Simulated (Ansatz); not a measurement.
A plane-wave DFT run in Ansatz 0.2.0 (scalar-relativistic PAW potentials unless the input names others): input and command.

```yaml
crystal:
  lattice:
    - [0.0, 3.4275, 3.7017]
    - [3.4275, 0.0, 3.7017]
    - [3.4275, 3.4275, 0.0]
  atoms:
    - { symbol: Rb, position: [0.0, 0.0, 0.0] }
    - { symbol: Br, position: [0.5, 0.5, 0.5] }
basis:
  ecutwfc: 420
kpoints:
  mp_grid: { grid: [6, 6, 6] }
hamiltonian:
  xc: rpbe
scf:
  occupations: { method: gaussian, width: 0.05 }
  algorithm: density_mixing
output:
  forces: true
  eigenvalues: true
  stress: true
```

```bash
ansatz run input.yaml --threads 1 --pin off --max-ram 1228MiB --backend cpu --events-out ev --progress --plain --runs-dir out
```

Abridged log:
```
Basis set: ecut = 420 eV, 1737 PW (Γ), exchange–correlation on 72×72×72 points (8 copies of the dense FFT grid, shifted against one another)
Bands: 12, of which v1, the nominal top of the filled ones, is band 8 counted from 1 (7 counted from 0)
Symmetry: 16 space group operations
k-points: 30 of 216
SCF iter   1: F=—  HF=-6067.132242 eV  |F-HF|=—  |Δ(HF+E_count)|=         —  Δρ=1.75e-3  dr2=3.58e-3  ethr=1.77e-3  ⟨swp⟩=8.1  Hψ=2589  notcnv=0
SCF iter   2: F=—  HF=-6067.132149 eV  |F-HF|=—  |Δ(HF+E_count)|=   9.28e-5  Δρ=9.46e-4  dr2=4.58e-4  ethr=2.23e-5  ⟨swp⟩=2.2  Hψ=842  notcnv=0
SCF iter   3: F=—  HF=-6067.132218 eV  |F-HF|=—  |Δ(HF+E_count)|=   6.88e-5  Δρ=3.14e-4  dr2=7.74e-5  ethr=2.86e-6  ⟨swp⟩=2.2  Hψ=559  notcnv=0
SCF iter   4: F=—  HF=-6067.132233 eV  |F-HF|=—  |Δ(HF+E_count)|=   1.48e-5  Δρ=1.85e-5  dr2=1.78e-7  ethr=4.84e-7  ⟨swp⟩=2.1  Hψ=465  notcnv=0
SCF iter   5: F=-6067.132234 eV  HF=-6067.132233 eV  |F-HF|=6.39e-8  |Δ(HF+E_count)|=   3.41e-7  Δρ=8.25e-6  dr2=2.05e-8  ethr=1.11e-9  ⟨swp⟩=2.0  Hψ=600  notcnv=0
SCF iter   6: F=-6067.132234 eV  HF=-6067.132234 eV  |F-HF|=2.28e-10  |Δ(HF+E_count)|=   7.62e-8  Δρ=1.32e-6  dr2=8.29e-10  ethr=1.28e-10  ⟨swp⟩=3.9  Hψ=1834  notcnv=0
SCF 1 converged in 6 iterations: F = -6067.132234 eV  dr2 = 8.29e-10
SCF converged after 6 iterations
Free energy (F): -6067.132234 eV
Harris-Foulkes:  -6067.132234 eV  (|F-HF|=2.28e-10)
Internal energy: -6067.132234 eV  (E = F + TS)
E sigma→0 (E₀):  -6067.132234 eV
Fermi energy:    3.112378 eV
--- Forces (eV/Å), atoms counted from 1 ---
  atom   1  Rb     0.00000000     0.00000000     0.00000000
  atom   2  Br     0.00000000     0.00000000     0.00000000
--- Stress (GPa, compression-positive) ---
        1.806608       0.000000       0.000000
        0.000000       1.806608       0.000000
        0.000000       0.000000       0.110950
  P = ⅓ Tr σ = 1.2414 GPa (12.414 kbar)
```

Apart from outputs and empty bands, the input differs from a reference run on usual settings in scf.algorithm: not typed → "density_mixing"; hamiltonian.xc: "lda" → "rpbe". The reference, at the same geometry (not necessarily relaxed), gave pressure -1.76 GPa, largest force 0.000 eV/Å, gap on the mesh 3.75 eV. This run converged in 6 SCF iterations (reference: 6) with a total energy on another zero, pressure 1.24 GPa, largest force 0.000 eV/Å, gap on the mesh 4.47 eV.